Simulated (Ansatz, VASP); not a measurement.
## Two plane-wave programs on HfO2

```
Hf O
1.0
     0.00000    2.69987    2.29489
     2.69987    0.00000    2.29489
     2.69987    2.69987    0.00000
Hf O
1 2
Direct
  0.00000 0.00000 0.00000
  0.25000 0.25000 0.25000
  0.75000 0.75000 0.75000
```

Alike in both runs: task single point; functional r2SCAN; k mesh 8 × 8 × 8; occupations gaussian, width 0.05 eV; no spin polarisation.

|  | VASP | Ansatz |
| --- | --- | --- |
| version | VASP 6.6.1 | Ansatz 0.2.0 |
| potentials or method | VASP PAW PBE potentials, release 64 (Hf_pv, O) | scalar-relativistic, plane waves, PAW |
| plane-wave cutoff (eV) | 520 | 500 |
| valence electrons in the cell | 22 | 38 |

VASP gave:

```
gap on the k mesh at the Fermi level (eV)       : 1.92
least direct gap on the mesh (eV)               : 2.30
pressure (GPa)                                  : -10.3
largest component of the traceless stress (GPa) : 52.57
```

Q: Which values does Ansatz return?

A: gap on the k mesh at the Fermi level (eV): 1.95; least direct gap on the mesh (eV): 2.33; pressure (GPa): -6.8; largest component of the traceless stress (GPa): 51.90.

The functional is the same, so the differences come from potentials, cutoffs and numerics. The two sets of potentials don't hold the same shells in valence.

Caveats: the PAW data sets were made with another functional, which shifts forces and pressure a little (VASP); spin-orbit coupling is left out, which moves the levels of the heavy elements. r2SCAN opens gaps a little over a GGA but as a rule still falls short of measured ones. A k mesh can miss the band edges.
